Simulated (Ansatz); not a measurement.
# Al3Ru2: the cost of one run

Computed with Ansatz 0.2.0 (DFT PBE, scalar-relativistic, plane waves, PAW, unless a step's input says otherwise).

### 1 The starting structure

The structure is cubic, space group Pm-3m (No. 221). Conventional cell: a = 4.336 Å, b = 4.336 Å, c = 4.336 Å, α = 90.00°, β = 90.00°, γ = 90.00°. Al (site symmetry 4/mmm) has 2 Ru at 2.17 Å as nearest neighbours. Ru (site symmetry m-3m) is surrounded by 12 Al at 3.07 Å. Ru (site symmetry m-3m) has 6 Al at 2.17 Å as nearest neighbours.

Structure file:

```cif
data_structure
_symmetry_space_group_name_H-M 'P 1'
_symmetry_Int_Tables_number 1
_cell_length_a 4.3357
_cell_length_b 4.3357
_cell_length_c 4.3357
_cell_angle_alpha 90.000
_cell_angle_beta 90.000
_cell_angle_gamma 90.000
_cell_volume 81.50
loop_
_atom_site_label
_atom_site_type_symbol
_atom_site_fract_x
_atom_site_fract_y
_atom_site_fract_z
_atom_site_occupancy
Al1 Al 0.00000 0.50000 0.50000 1
Al2 Al 0.50000 0.00000 0.50000 1
Al3 Al 0.50000 0.50000 0.00000 1
Ru1 Ru 0.00000 0.00000 0.00000 1
Ru2 Ru 0.50000 0.50000 0.50000 1
```

Recipe of the guess: random cell by space group and Wyckoff sites (Pm-3m, No. 221). Lengths come from tabulated atomic sizes and are only a guess.

### 2 Probe: one point on a coarse mesh

input.yaml

```yaml
crystal:
  lattice:
    - [4.33567688, 0.0, 0.0]
    - [0.0, 4.33567688, 0.0]
    - [0.0, 0.0, 4.33567688]
  atoms:
    - { symbol: Al, position: [0.0, 0.5, 0.5] }
    - { symbol: Al, position: [0.5, 0.0, 0.5] }
    - { symbol: Al, position: [0.5, 0.5, 0.0] }
    - { symbol: Ru, position: [0.0, 0.0, 0.0] }
    - { symbol: Ru, position: [0.5, 0.5, 0.5] }
basis:
  ecutwfc: 420
kpoints:
  mp_grid: { grid: [4, 4, 4] }
hamiltonian:
  xc: pbe
scf:
  occupations: { method: gaussian, width: 0.1 }
  lower_state_search: "off"
output:
  forces: true
  stress: true
  eigenvalues: true
```

On the command line:

```sh
$ ansatz run input.yaml --threads 1 --pin off --max-ram 2560MiB --backend cpu --events-out ev --progress --plain --runs-dir out
```

**Question.** How long does this run take on 1 thread of Intel Xeon at 2.70GHz, shared host, and how much memory does it need?

About 1.5 s, with a peak of 0.33 GiB.
